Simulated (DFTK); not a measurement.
Runs of DFTK 0.8.2 on Ti. The structure is cubic, space group Im-3m (No. 229). Conventional cell: a = 3.282 Å, b = 3.282 Å, c = 3.282 Å, α = 90.00°, β = 90.00°, γ = 90.00°. Ti (site symmetry m-3m) has 8 Ti at 2.84 Å as nearest neighbours. This isn't the form of Ti at room conditions, which is hcp.

| level | potentials or basis | k mesh | SCF solver | gap on the mesh (eV) | pressure (GPa) |
| --- | --- | --- | --- | --- | --- |
| SCAN | in-house norm-conserving set (r2SCAN, scalar relativistic) | 11 × 11 × 11 | ScfAndersonSolver | none | -4.2 |
| TASK | in-house norm-conserving set (r2SCAN, scalar relativistic) | 10 × 10 × 10 | ScfAndersonSolver | none | (a) |
| TASK | in-house norm-conserving set (r2SCAN, scalar relativistic) | 11 × 11 × 11 | - | none | 4.1 |
| PBEsol | dojo.nc.sr.pbesol.v0_4_1.standard.upf (PBEsol) | 11 × 11 × 11 | - | none | -6.7 |

Alike in all rows: task band structure; no spin polarisation; cell as given; cutoff (eV) 1143; smearing fermi-dirac 0.05 eV.

Problem. Estimate the missing entries.

Solution. (a) 3.9.

Caveats: the potentials were made for another functional, which shifts forces and pressure (some runs).

A gap of «none» marks a metal or a gap under the smearing width.
